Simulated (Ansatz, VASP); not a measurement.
Ag: VASP beside Ansatz

INCAR

```
SYSTEM = Ag
PREC     = Accurate       ! precision mode
ENCUT    = 520            ! plane-wave cutoff, eV
EDIFF    = 1E-6           ! SCF threshold, eV
ISMEAR   = -1             ! smearing method
SIGMA    = 0.05           ! smearing width, eV
LREAL    = .False.        ! projectors in reciprocal space
LASPH    = .True.         ! aspherical terms in the spheres
NELM     = 80             ! most SCF steps
ALGO     = Normal         ! electronic algorithm
ISIF     = 2              ! what is computed and relaxed
LWAVE    = .False.        ! write WAVECAR
LCHARG   = .False.        ! write CHGCAR
GGA      = CA             ! functional
NBANDS   = 18             ! bands
```

KPOINTS

```
regular mesh
0
Gamma
  13 13 13
  0 0 0
```

File POSCAR:

```
Ag
1.0
    0.0000000000      2.6327581921      2.6327581921
    2.6327581921      0.0000000000      2.6327581921
    2.6327581921      2.6327581921      0.0000000000
Ag
2
Direct
   -0.1250000000     -0.1250000000     -0.1250000000
    0.1250000000      0.1250000000      0.1250000000
```

Input for Ansatz:

```yaml
crystal:
  lattice:
    - [0.0, 2.6327581921, 2.6327581921]
    - [2.6327581921, 0.0, 2.6327581921]
    - [2.6327581921, 2.6327581921, 0.0]
  atoms:
    - { symbol: Ag, position: [-0.125, -0.125, -0.125] }
    - { symbol: Ag, position: [0.125, 0.125, 0.125] }
kpoints:
  mp_grid: { grid: [13, 13, 13] }
scf:
  occupations: { method: fermi_dirac, width: 0.05 }
hamiltonian:
  xc: lda
  pseudopotentials: { kind: all_electron, lapw: { basis_error: 0.001 } }
output:
  forces: true
  stress: true
  eigenvalues: true
  populations: true
```

Change from the starting cell: volume scaled by 0.7, LAPW.

Alike in both runs: task single point; functional LDA; k mesh 13 × 13 × 13; occupations fermi-dirac, width 0.05 eV; no spin polarisation.

|  | VASP | Ansatz |
| --- | --- | --- |
| version | VASP 6.6.1 | Ansatz 0.2.0 |
| potentials or method | VASP PAW LDA potentials, release 64 (Ag) | all-electron LAPW, scalar-relativistic |
| plane-wave cutoff (eV) | 520 | see its input |

```csv
,VASP,Ansatz,Ansatz less VASP
pressure (GPa),48.2,49.1,+0.85
```

Ansatz ran all-electron here, so the differences hold the error of VASP's frozen core and of both bases.

Caveats: so large a pressure means that the cell lies far from this level's equilibrium, or that cutoff or potentials fall short (VASP).
